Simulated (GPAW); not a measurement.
# CdS (Greenockite) (P6_3mc) in GPAW: settings compared, part 2 of 2

GPAW 26.7.0. Earlier steps stand in the parts before.

## (3) Band structure, SCAN, spin-orbit coupling, no magnetisation

run.py

```python
import numpy as np
from ase.dft.bandgap import bandgap
from ase.io import read, write
from ase.units import GPa
from gpaw import GPAW, PW
from gpaw.spinorbit import soc_eigenstates

atoms = read('CdS.cif')

calc = GPAW(mode=PW(600),
            xc='MGGA_X_SCAN+MGGA_C_SCAN',
            kpts={'size': (5, 5, 3), 'gamma': True},
            occupations={'name': 'fermi-dirac', 'width': 0.05},
            nbands=31,
            convergence={'density': 1e-05, 'energy': 1e-05},
            maxiter=150,
            txt='gpaw.txt')
atoms.calc = calc
energy = atoms.get_potential_energy()
forces = atoms.get_forces()
stress = atoms.get_stress()
calc.write('gs.gpw')
write('result.traj', atoms)
print(f'Energy: {energy:.6f} eV')
print('Forces (eV/A):')
print(forces.round(4))
print('Stress (GPa):', (stress / GPa).round(3))
print('Fermi level:', round(calc.get_fermi_level(), 4), 'eV')
print(f'Gap: {bandgap(calc)[0]:.4f} eV, direct: {bandgap(calc, direct=True)[0]:.4f} eV')

path = atoms.cell.bandpath('GMKGALHA,LM,KH', npoints=60, eps=1e-4)
bs_calc = calc.fixed_density(kpts=path, symmetry='off', nbands=51,
                             convergence={'bands': 'CBM+6.0', 'eigenstates': 1e-6}, txt='bands.txt')
bs = bs_calc.band_structure()
bs.write('bs.json')
print(f'Gap on the path: {bandgap(bs_calc)[0]:.4f} eV')

soc = soc_eigenstates(bs_calc, theta=90, phi=0, ignore_xc_potential=True)
np.savetxt('soc_bands.dat', soc.eigenvalues(), fmt='%.4f')
mesh = soc_eigenstates('gs.gpw', theta=90, phi=0, ignore_xc_potential=True)
np.savetxt('soc_mesh.dat', mesh.eigenvalues(), fmt='%.4f')
print('Fermi level with spin-orbit coupling:', round(mesh.fermi_level, 4), 'eV')
```

CdS.cif

```cif
data_CdS
_cell_length_a 4.15000000
_cell_length_b 4.15000000
_cell_length_c 6.73700000
_cell_angle_alpha 90.00000000
_cell_angle_beta 90.00000000
_cell_angle_gamma 120.00000000
_space_group_name_H-M_alt 'P6_3mc'
_space_group_name_Hall 'P 6c -2c'
_space_group_IT_number 186
loop_
_space_group_symop_operation_xyz
'x,y,z'
'x-y,x,z+1/2'
'-y,x-y,z'
'-x,-y,z+1/2'
'-x+y,-x,z'
'y,-x+y,z+1/2'
'y,x,z+1/2'
'x,x-y,z'
'x-y,-y,z+1/2'
'-y,-x,z'
'-x,-x+y,z+1/2'
'-x+y,y,z'
loop_
_atom_site_label
_atom_site_type_symbol
_atom_site_symmetry_multiplicity
_atom_site_Wyckoff_symbol
_atom_site_fract_x
_atom_site_fract_y
_atom_site_fract_z
_atom_site_occupancy
Cd1 Cd 2 b 0.6666666667 0.3333333333 0.5000000000 1
S1 S 2 b 0.6666666667 0.3333333333 0.8750000000 1
```

Potentials or basis: GPAW PAW data sets (gpaw-data 1.2.1), pw.

Started as:

```console
OMP_NUM_THREADS=1 python run.py
```

gpaw.txt:

```text
__  _  _
 | _ |_)|_||  |
 |__||  | ||/\| - 26.7.0

Input parameters:
  mode=PW(ecut=600.0),
  convergence={'density': 1e-05, 'energy': 1e-05},
  kpts=MonkhorstPack(size=(5, 5, 3), gamma=True),
  maxiter=150,
  nbands=31,
  occupations=Occupations(name='fermi-dirac', width=0.05),
  xc=XC(name='MGGA_X_SCAN+MGGA_C_SCAN')

Diagonalizing LCAO Hamiltonian
Converting LCAO to pw mode

            S

            Cd
        S

        Cd

Atoms  # Å, Bohr magnetons
|   | symbol |        x |        y |        z |    initial magnetic moments |
|---|--------|----------|----------|----------|-----------------------------|
| 0 |     Cd | 2.075000 | 1.198002 | 3.368500 | ( 0.0000,  0.0000,  0.0000) |
| 1 |     Cd | 0.000000 | 2.396004 | 0.000000 | ( 0.0000,  0.0000,  0.0000) |
| 2 |      S | 2.075000 | 1.198002 | 5.894875 | ( 0.0000,  0.0000,  0.0000) |
| 3 |      S | 0.000000 | 2.396004 | 2.526375 | ( 0.0000,  0.0000,  0.0000) |

Unit cell  # Å
[... 168 lines left out ...]
  Coulomb:         -39.773353
  Zero:              0.039297
  External:          0.000000
  Xc:              -78.102622
  Entropy:          -0.000000
  Spinorbit:         0.000000
  ----------------------------
  Free energy:     -73.285098
  Extrapolated:    -73.285098

dipole moment: (-0.000009, -0.000017, -18.912890)  # |e|*Ang

Fermi level: 3.960
Eigenvalues  # (at kpt = [0.000, 0.000, 0.000])
| band index |      eig [eV] | occ [0-2] |
|------------|---------------|-----------|
|          0 |        -9.697 |     2.000 |
|        ... |               |           |
|         10 |        -4.134 |     2.000 |
|         11 |        -3.808 |     2.000 |
|         12 |        -1.258 |     2.000 |
|         13 |         2.384 |     2.000 |
|         14 |         2.384 |     2.000 |
|         15 |         3.122 |     2.000 |
[... 8 lines left out ...]
|         24 |        11.216 |     0.000 |
|         25 |        11.217 |     0.000 |
|        ... |               |           |
|         30 |        15.586 |     0.000 |

Gap: 1.541 eV
Transition (v -> c):
  (s=0, k=0, n=17, [0.00, 0.00, 0.00]) -> (s=0, k=0, n=18, [0.00, 0.00, 0.00])
No difference between direct/indirect transitions

Forces  # eV/Ang
|        x |        y |        z |
|----------|----------|----------|
| -0.00000 |  0.00000 | -0.06097 |  # Cd   0
|  0.00000 | -0.00000 | -0.06058 |  # Cd   1
|  0.00000 | -0.00000 |  0.07752 |  # S    2
|  0.00000 |  0.00000 |  0.07761 |  # S    3

Stress tensor  # eV/Ang^3
|         x |         y |         z |
|-----------|-----------|-----------|
|  0.001159 | -0.000000 | -0.000000 |
|  0.000000 |  0.001159 |  0.000000 |
| -0.000000 |  0.000000 | -0.002446 |

# Writing to gs.gpw (mode='')
```

stdout:

```text
Energy: -73.285098 eV
Forces (eV/A):
[[-0.      0.     -0.061 ]
 [ 0.     -0.     -0.0606]
 [ 0.     -0.      0.0775]
 [ 0.      0.      0.0776]]
Stress (GPa): [ 0.186  0.186 -0.392  0.    -0.    -0.   ]
Fermi level: 3.9603 eV
Gap: 1.5410 eV, direct: 1.5410 eV
Gap on the path: 1.5410 eV
Fermi level with spin-orbit coupling: 3.9633 eV
```

bands.txt:

```text
Diagonalizing LCAO Hamiltonian
Converting LCAO to pw mode
convergence criteria:
- Maximum integral of absolute [eigenst]ate change: 1e-06 eV^2 / valence electron
maximum number of iterations: 150

SCF iterations
|iter     | |      energy | eigst |  dens |
|---------|-|-------------|-------|-------|
[... 67 lines left out ...]
         [0.5       , 0.        , 0.2       ],
         [0.5       , 0.        , 0.1       ],
         [0.5       , 0.        , 0.        ],
         [0.33333333, 0.33333333, 0.        ],
         [0.33333333, 0.33333333, 0.125     ],
         [0.33333333, 0.33333333, 0.25      ],
         [0.33333333, 0.33333333, 0.375     ],
         [0.33333333, 0.33333333, 0.5       ]])),
  maxiter=150,
  nbands=51,
  occupations=Occupations(name='fermi-dirac', width=0.05),
  symmetry=Symmetry(point_group=False, time_reversal=False),
  xc=XC(name='MGGA_X_SCAN+MGGA_C_SCAN')
```

It took 6.3 min on 1 thread of Arm Neoverse V1, shared host; peak memory 0.58 GiB.

What came out:

| Property | Result |
| --- | --- |
| Free energy | -73.2851 eV |
| Pressure | 0.0 GPa |
| Largest force | 0.078 eV/Å |
| Band gap on the k mesh | 1.53 eV, direct |
| Band gap along the path | 1.53 eV, direct |

Forces on the atoms (eV/Å):
```
Cd   0.000  0.000 -0.061
Cd   0.000  0.000 -0.061
S    0.000  0.000  0.078
S    0.000  0.000  0.078
```

Levels at the corners of the path, in eV from the valence-band top:
| point | band 32 | band 33 | band 34 | band 35 | band 36 | band 37 | band 38 | band 39 | band 40 | band 41 |
| --- | --- | --- | --- | --- | --- | --- | --- | --- | --- | --- |
| Γ | -0.07 | -0.01 | -0.01 | 0.00 | 0.00 | 1.53 | 1.53 | 3.15 | 3.15 | 6.66 |
| M | -1.93 | -1.33 | -1.33 | -0.77 | -0.77 | 4.07 | 4.07 | 4.19 | 4.19 | 5.36 |
| K | -1.89 | -1.89 | -1.85 | -1.65 | -1.65 | 4.85 | 4.85 | 5.46 | 5.49 | 5.50 |
| Γ | -0.07 | -0.01 | -0.01 | 0.00 | 0.00 | 1.53 | 1.53 | 3.15 | 3.15 | 6.66 |
| A | -0.43 | -0.40 | -0.40 | -0.40 | -0.40 | 3.18 | 3.18 | 3.18 | 3.18 | 6.52 |
| L | -1.39 | -1.35 | -1.35 | -1.35 | -1.35 | 3.79 | 3.79 | 3.79 | 3.79 | 5.75 |
| H | -2.45 | -1.16 | -1.16 | -1.15 | -1.15 | 4.76 | 4.76 | 4.80 | 4.80 | 6.30 |
| A | -0.43 | -0.40 | -0.40 | -0.40 | -0.40 | 3.18 | 3.18 | 3.18 | 3.18 | 6.52 |
| L | -1.39 | -1.35 | -1.35 | -1.35 | -1.35 | 3.79 | 3.79 | 3.79 | 3.79 | 5.75 |
| M | -1.93 | -1.33 | -1.33 | -0.77 | -0.77 | 4.07 | 4.07 | 4.19 | 4.19 | 5.36 |
| K | -1.89 | -1.89 | -1.85 | -1.65 | -1.65 | 4.85 | 4.85 | 5.46 | 5.49 | 5.50 |
| H | -2.45 | -1.16 | -1.16 | -1.15 | -1.15 | 4.76 | 4.76 | 4.80 | 4.80 | 6.30 |

Caveat: spin-orbit coupling was added after a scalar SCF, so levels and gaps hold it while energy, forces, pressure and moments don't; this program's spin-orbit splittings come out too wide for heavy elements; the PAW data sets were made with another functional, which shifts forces and pressure a little.

## (4) Band structure, vdW-DF, spin-orbit coupling, no magnetisation

run.py, as its differences from that of step 3:

```diff
@@ -3,3 +3,2 @@
 from ase.io import read, write
-from ase.units import GPa
 from gpaw import GPAW, PW
@@ -10,3 +9,3 @@
 calc = GPAW(mode=PW(600),
-            xc='MGGA_X_SCAN+MGGA_C_SCAN',
+            xc={'name': 'vdW-DF', 'backend': 'libvdwxc'},
             kpts={'size': (5, 5, 3), 'gamma': True},
@@ -20,3 +19,2 @@
 forces = atoms.get_forces()
-stress = atoms.get_stress()
 calc.write('gs.gpw')
@@ -26,3 +24,2 @@
 print(forces.round(4))
-print('Stress (GPa):', (stress / GPa).round(3))
 print('Fermi level:', round(calc.get_fermi_level(), 4), 'eV')
@@ -30,3 +27,3 @@
 
-path = atoms.cell.bandpath('GMKGALHA,LM,KH', npoints=60, eps=1e-4)
+path = atoms.cell.bandpath('GMKGALHA,LM,KH', npoints=80, eps=1e-4)
 bs_calc = calc.fixed_density(kpts=path, symmetry='off', nbands=51,
@@ -37,5 +34,5 @@
 
-soc = soc_eigenstates(bs_calc, theta=90, phi=0, ignore_xc_potential=True)
+soc = soc_eigenstates(bs_calc, theta=0, phi=0)
 np.savetxt('soc_bands.dat', soc.eigenvalues(), fmt='%.4f')
-mesh = soc_eigenstates('gs.gpw', theta=90, phi=0, ignore_xc_potential=True)
+mesh = soc_eigenstates('gs.gpw', theta=0, phi=0)
 np.savetxt('soc_mesh.dat', mesh.eigenvalues(), fmt='%.4f')
```

CdS.cif is that of step 3.

Potentials or basis: GPAW PAW data sets (gpaw-data 1.2.1), pw.

Started as:

```console
OMP_NUM_THREADS=1 python run.py
```

gpaw.txt:

```text
__  _  _
 | _ |_)|_||  |
 |__||  | ||/\| - 26.7.0

Input parameters:
  mode=PW(ecut=600.0),
  convergence={'density': 1e-05, 'energy': 1e-05},
  kpts=MonkhorstPack(size=(5, 5, 3), gamma=True),
  maxiter=150,
  nbands=31,
  occupations=Occupations(name='fermi-dirac', width=0.05),
  xc=XC(name='vdW-DF', backend='libvdwxc')

Diagonalizing LCAO Hamiltonian
Converting LCAO to pw mode

            S

            Cd
        S

        Cd

Atoms  # Å, Bohr magnetons
|   | symbol |        x |        y |        z |    initial magnetic moments |
|---|--------|----------|----------|----------|-----------------------------|
| 0 |     Cd | 2.075000 | 1.198002 | 3.368500 | ( 0.0000,  0.0000,  0.0000) |
| 1 |     Cd | 0.000000 | 2.396004 | 0.000000 | ( 0.0000,  0.0000,  0.0000) |
| 2 |      S | 2.075000 | 1.198002 | 5.894875 | ( 0.0000,  0.0000,  0.0000) |
| 3 |      S | 0.000000 | 2.396004 | 2.526375 | ( 0.0000,  0.0000,  0.0000) |

Unit cell  # Å
| periodic |         x |        y |        z |  lengths |     angles |
|----------|-----------|----------|----------|----------|------------|
|      yes |  4.150000 | 0.000000 | 0.000000 | 4.150000 |  90.000000 |
|      yes | -2.075000 | 3.594005 | 0.000000 | 4.150000 |  90.000000 |
|      yes |  0.000000 | 0.000000 | 6.737000 | 6.737000 | 120.000000 |

Number of symmetries: 6
Symmetry operations  # r_c * U_cc + t_c -> r_c
|   | kind |            matrix            |
|---|------|------------------------------|
| 0 |  σ   |  1, 1, 0,  0,-1, 0,  0, 0, 1 |
| 1 |  E   |  1, 0, 0,  0, 1, 0,  0, 0, 1 |
| 2 |  C3  |  0, 1, 0, -1,-1, 0,  0, 0, 1 |
| 3 |  σ   |  0,-1, 0, -1, 0, 0,  0, 0, 1 |
| 4 |  σ   | -1, 0, 0,  1, 1, 0,  0, 0, 1 |
| 5 |  C3  | -1,-1, 0,  1, 0, 0,  0, 0, 1 |

BZ-sampling:
  Number of BZ points: 75
  Number of IBZ points: 12

  Monkhorst-Pack size: [5, 5, 3]
  Monkhorst-Pack shift: [0, 0, 0]

K-points  # in reciprocal-cell coordinates
|     |                                coordinates |     weight |
|-----|--------------------------------------------|------------|
|   0 | (  0.00000000,   0.00000000,   0.00000000) | 0.01333333 |
|   1 | (  0.00000000,   0.00000000,   0.33333333) | 0.02666667 |
|   2 | (  0.20000000,   0.00000000,  -0.33333333) | 0.08000000 |
|   3 | (  0.20000000,   0.00000000,   0.00000000) | 0.08000000 |
|   4 | (  0.20000000,   0.00000000,   0.33333333) | 0.08000000 |
|   5 | (  0.40000000,  -0.20000000,   0.00000000) | 0.08000000 |
|   6 | (  0.40000000,  -0.20000000,   0.33333333) | 0.16000000 |
|   7 | (  0.40000000,   0.00000000,  -0.33333333) | 0.08000000 |
|   8 | (  0.40000000,   0.00000000,   0.00000000) | 0.08000000 |
|   9 | (  0.40000000,   0.00000000,   0.33333333) | 0.08000000 |
| ... |                                            |            |
|  11 | (  0.40000000,   0.40000000,   0.33333333) | 0.16000000 |

Plane wave coefficients: 3372
Cutoff: 600.0 eV

Spin-components: 1 (collinear spins)
Bands:           31
Projectors:      22
Spin-degeneracy: 2
Datatype:        complex128

Parallelization:
  kpt:    1
  domain: 1
  band:   1

Density:
  Valence electrons: 36.0
  Components: 1
  Grid points: [24 24 40]
  Charge: 0.0  # |e|

Potential:
  Grid points: [24 24 40]

species:
  Cd:
    name:    Cadmium
    Z:       48.0
    valence: 12
    core:    36
    charge:  0.0  # [|e|]
    compensation charges:
      type: gauss
      rc: 0.38  # [Å]
      lmax: 2
    cutoffs:
      filter: 2.12  # [Å]
      core: 2.62  # [Å]
    projectors
    | kind |    occ | energy [eV] | rcut [Å] |
    |------|--------|-------------|----------|
    |   5s |  2.000 |      -5.557 |    1.191 |
    |   5p |  0.000 |      -1.140 |    1.228 |
    |   4d | 10.000 |     -11.696 |    1.164 |
    |    s |        |      21.654 |    1.191 |
    |    p |        |      26.071 |    1.228 |
    |    d |        |      15.516 |    1.164 |

    Using partial waves for Cd as LCAO basis

  S:
    name:    Sulfur
    Z:       16.0
    valence: 6
    core:    10
    charge:  0.0  # [|e|]
    compensation charges:
      type: gauss
      rc: 0.24  # [Å]
      lmax: 2
    cutoffs:
      filter: 1.77  # [Å]
      core: 1.66  # [Å]
    projectors
    | kind |    occ | energy [eV] | rcut [Å] |
    |------|--------|-------------|----------|
    |   3s |  2.000 |     -17.230 |    0.974 |
    |   3p |  4.000 |      -6.978 |    0.979 |
    |    s |        |       9.981 |    0.974 |
    |    p |        |      20.234 |    0.979 |
    |    d |        |       0.000 |    0.900 |

    Using partial waves for S as LCAO basis

Reference energy: -326079.404338  # eV

eigensolver:
  PPCG
  Converge bands: occupied
  niter=2

density mixing:
  MSR1-Mixer
  Pratt-step length: 0.05
  Maximum mixing coefficient: 0.75
  Old densities: 10
  SVD Regularization: 0.005
  Good broyden scale: 1.0
  Trust region scale: 1.0
  Backstep threshold: 4.0
  History deletion threshold: 6.0
  Fourier metric: weight=20.0, sigma=0.015

occupation numbers:
  Fermi-Dirac:
    width: 0.0500  # eV

poisson solver:
  ecut: 4800.0  # eV

xc functional:
  name: vdW-DF with libvdwxc
  Mode: serial
  Semilocal: GGA_X_PBE_R+LDA_C_PW with 2 nearest neighbor stencil
  Local blocksize: 48 x 48 x 80
  PAW datasets: revPBE

convergence criteria:
- Maximum integral of absolute [dens]ity change: 1e-05 electrons / valence electron
- Maximum [total energy] change in last 3 cyles: 1e-05 eV / valence electron
- Maximum integral of absolute [eigenst]ate change: 4e-08 eV^2 / valence electron
maximum number of iterations: 150

SCF iterations
|iter     | |      energy | eigst |  dens |
|---------|-|-------------|-------|-------|
|iter:   1| | -152.046399 | -0.39 |       |
|iter:   2| | -151.784902 | -2.04 | -1.08 |
|iter:   3| | -150.884682 | -1.25 | -1.13 |
|iter:   4| | -150.890340 | -3.18 | -1.80 |
|iter:   5| | -150.892430 | -3.93 | -2.18 |
|iter:   6| | -150.892473 | -5.34 | -3.29 |
|iter:   7| | -150.892479c| -6.01 | -3.66 |
|iter:   8| | -150.892479c| -6.79 | -3.93 |
|iter:   9| | -150.892479c| -7.96c| -4.75 |
|iter:  10| | -150.892480c| -8.23c| -5.27c|

Converged in 10 steps
Energy contributions relative to reference atoms: (reference = -326079.404338)

Energy contributions:
  Kinetic:          58.217831
  Coulomb:         -52.328028
  Zero:             -0.054836
  External:          0.000000
  Xc:             -156.727447
  Entropy:          -0.000000
  Spinorbit:         0.000000
  ----------------------------
  Free energy:    -150.892480
  Extrapolated:   -150.892480

dipole moment: (-0.000005, -0.000019, -18.913299)  # |e|*Ang

Fermi level: 4.132
Eigenvalues  # (at kpt = [0.000, 0.000, 0.000])
| band index |      eig [eV] | occ [0-2] |
|------------|---------------|-----------|
|          0 |        -8.776 |     2.000 |
|        ... |               |           |
|         10 |        -3.767 |     2.000 |
|         11 |        -3.432 |     2.000 |
|         12 |        -0.780 |     2.000 |
|         13 |         2.721 |     2.000 |
|         14 |         2.721 |     2.000 |
|         15 |         3.416 |     2.000 |
[... 8 lines left out ...]
|         24 |        11.113 |     0.000 |
|         25 |        11.206 |     0.000 |
|        ... |               |           |
|         30 |        15.030 |     0.000 |

Gap: 1.298 eV
Transition (v -> c):
  (s=0, k=0, n=17, [0.00, 0.00, 0.00]) -> (s=0, k=0, n=18, [0.00, 0.00, 0.00])
No difference between direct/indirect transitions

Forces  # eV/Ang
|        x |       y |        z |
|----------|---------|----------|
|  0.00000 | 0.00000 | -0.06583 |  # Cd   0
|  0.00000 | 0.00000 | -0.06598 |  # Cd   1
|  0.00000 | 0.00000 |  0.06589 |  # S    2
| -0.00000 | 0.00000 |  0.06612 |  # S    3

# Writing to gs.gpw (mode='')
```

Wall time 2.2 min (1 thread of Arm Neoverse V2, shared host); peak memory 0.58 GiB.

What came out:

```
Free energy             : -150.8925 eV
Largest force           : 0.066 eV/Å
Band gap on the k mesh  : 1.28 eV, direct
Band gap along the path : 1.28 eV, direct
```

Forces in eV/Å, atoms in the order of the input:
```
Cd   0.000  0.000 -0.066
Cd   0.000  0.000 -0.066
S    0.000  0.000  0.066
S    0.000  0.000  0.066
```

Levels at the corners of the path, in eV from the valence-band top:
```csv
point,band 34,band 35,band 36,band 37,band 38,band 39
Γ,-0.02,0.00,0.00,1.28,1.28,2.88
M,-1.26,-0.73,-0.73,3.76,3.76,3.97
K,-1.76,-1.57,-1.57,4.72,4.72,5.06
Γ,-0.02,0.00,0.00,1.28,1.28,2.88
A,-0.38,-0.38,-0.38,2.91,2.91,2.91
L,-1.29,-1.29,-1.29,3.56,3.56,3.56
H,-1.10,-1.09,-1.09,4.44,4.44,4.49
A,-0.38,-0.38,-0.38,2.91,2.91,2.91
L,-1.29,-1.29,-1.29,3.56,3.56,3.56
M,-1.26,-0.73,-0.73,3.76,3.76,3.97
K,-1.76,-1.57,-1.57,4.72,4.72,5.06
H,-1.10,-1.09,-1.09,4.44,4.44,4.49
```

Caveat: spin-orbit coupling was added after a scalar SCF, so levels and gaps hold it while energy, forces, pressure and moments don't; this program's spin-orbit splittings come out too wide for heavy elements; the PAW data sets were made with another functional, which shifts forces and pressure a little.

## (5) Overview

| level | potentials or basis | spin | cutoff (eV) | band points | spin axis theta (degrees) | spin axis phi (degrees) | grid spacing | gap on the mesh (eV) | largest force (eV/Å) |
| --- | --- | --- | --- | --- | --- | --- | --- | --- | --- |
| PBE | GPAW PAW data sets (gpaw-data 1.2.1), lcao:dzp | off | - | 60 | - | - | 0.16 Å | 1.19 | 0.06 |
| SCAN | GPAW PAW data sets (gpaw-data 1.2.1), pw | SOC, no magnetisation | 600 | 60 | 90 | 0 | - | 1.53 | 0.08 |
| vdW-DF | GPAW PAW data sets (gpaw-data 1.2.1), pw | SOC, no magnetisation | 600 | 80 | 0 | 0 | - | 1.28 | 0.07 |

Alike in all rows: task band structure; cell as given; k mesh 5 × 5 × 3; smearing fermi-dirac 0.05 eV.

Caveats: spin-orbit coupling was added after a scalar SCF, so levels and gaps hold it while energy, forces, pressure and moments don't (some runs); this program's spin-orbit splittings come out too wide for heavy elements (some runs); the PAW data sets were made with another functional, which shifts forces and pressure a little (some runs); the real-space grid adds noise to forces (some runs); the basis of atomic orbitals isn't converged, which shifts pressures, moduli and gaps (some runs).

Absolute energies hang on the potentials; compare differences alone.

## (6) Comparison with measurements

Step 2. Measured gap of CdS: 2.5809 eV (quoted in “Isotope dependence of band-gap energy”, 2008, arxiv:0807.2152). This calculation gives 1.19 eV (-1.39 eV). So large a miss can be the level of theory's own, or it may mean another phase, state or a wrong row. Spin-orbit coupling on Cd is left out. The value is that of PBE in an atomic basis (GPAW PAW data sets (gpaw-data 1.2.1), lcao:dzp), whose error adds to the functional's,, without temperature or zero-point motion. Semilocal functionals fall short of measured gaps as a rule.

Step 3. A measured gap of CdS is 2.5809 eV (quoted in “Isotope dependence of band-gap energy”, 2008, arxiv:0807.2152); the calculated 1.53 eV misses it by -1.05 eV. The value is that of SCAN, without temperature or zero-point motion.

Step 4. A measured gap of CdS is 2.5809 eV (quoted in “Isotope dependence of band-gap energy”, 2008, arxiv:0807.2152); the calculated 1.28 eV misses it by -1.30 eV. So large a miss can be the level of theory's own, or it may mean another phase, state or a wrong row. The value is that of vdW-DF, without temperature or zero-point motion.
